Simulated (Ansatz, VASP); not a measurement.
**Ag: VASP beside Ansatz**

File INCAR:

```
  PREC = Accurate
  ENCUT = 520
  EDIFF = 1E-8
  ISMEAR = -1
  SIGMA = 0.05
  LREAL = F
  LASPH = T
  NELM = 100
  ALGO = Fast
  ISIF = 2
  LWAVE = F
  LCHARG = F
  GGA = PE
  LEFG = T
  NBANDS = 30
```

KPOINTS

```
regular mesh
0
Gamma
  16 16 4
```

Contents of POSCAR:

```
Ag
1.0
    2.8861989086      0.0000000000      0.0000000000
   -1.4430994543      2.4995215753      0.0000000000
    0.0000000000      0.0000000000     10.0000000000
Ag
4
Direct
    0.3333333333      0.6666666667      0.2500000000
    0.6666666667      0.3333333333      0.7500000000
    0.0000000000      0.0000000000      0.0000000000
    0.0000000000      0.0000000000      0.5000000000
```

Input for Ansatz:

```yaml
crystal:
  lattice:
    - [2.8861989086, 0.0, 0.0]
    - [-1.4430994543, 2.4995215753, 0.0]
    - [0.0, 0.0, 10.0]
  atoms:
    - { symbol: Ag, position: [0.3333333333, 0.6666666667, 0.25] }
    - { symbol: Ag, position: [0.6666666667, 0.3333333333, 0.75] }
    - { symbol: Ag, position: [0.0, 0.0, 0.0] }
    - { symbol: Ag, position: [0.0, 0.0, 0.5] }
kpoints:
  mp_grid: { grid: [16, 16, 4] }
  band_path:
    path:
      - [0.0, 0.0, 0.0]
      - [0.5, 0.0, 0.0]
      - [0.3333333333, 0.3333333333, 0.0]
      - [0.0, 0.0, 0.0]
      - [0.0, 0.0, 0.5]
      - [0.5, 0.0, 0.5]
      - [0.3333333333, 0.3333333333, 0.5]
      - [0.0, 0.0, 0.5]
      - [0.5, 0.0, 0.5]
    npoints: 8
scf:
  occupations: { method: fermi_dirac, width: 0.05 }
hamiltonian:
  xc: pbe
  pseudopotentials: { kind: paw }
output:
  forces: true
  stress: true
  eigenvalues: true
  efg: { contact_densities: true }
  populations: true
  bader: true
  dos: { projected: true, de: 0.2, e_range: [-14, 8] }
```

Alike in both runs: task electric field gradients; functional PBE; k mesh 16 × 16 × 4; occupations fermi-dirac, width 0.05 eV; no spin polarisation.

```csv
,VASP,Ansatz
version,VASP 6.6.1,Ansatz 0.2.0
potentials or method,"VASP PAW PBE potentials, release 64 (Ag)","PAW with Ansatz's default frozen-core files, scalar-relativistic"
plane-wave cutoff (eV),520,420
valence electrons in the cell,44,76
```

Ansatz gave:

| Property | Result |
| --- | --- |
| pressure (GPa) | -0.4 |
| largest component of the traceless stress (GPa) | 3.63 |
| Vzz of the field gradient on the site that differs most (V/Å²) | 8.9 |

Task: What did VASP give for the same quantities?

Result: Pressure (GPa): -0.5; largest component of the traceless stress (GPa): 3.61; Vzz of the field gradient on the site that differs most (V/Å²): 13.7.

The functional is the same, so the differences come from potentials, cutoffs and numerics. The two sets of potentials don't hold the same shells in valence. Ansatz warned: «gradients_without_spin_orbit».
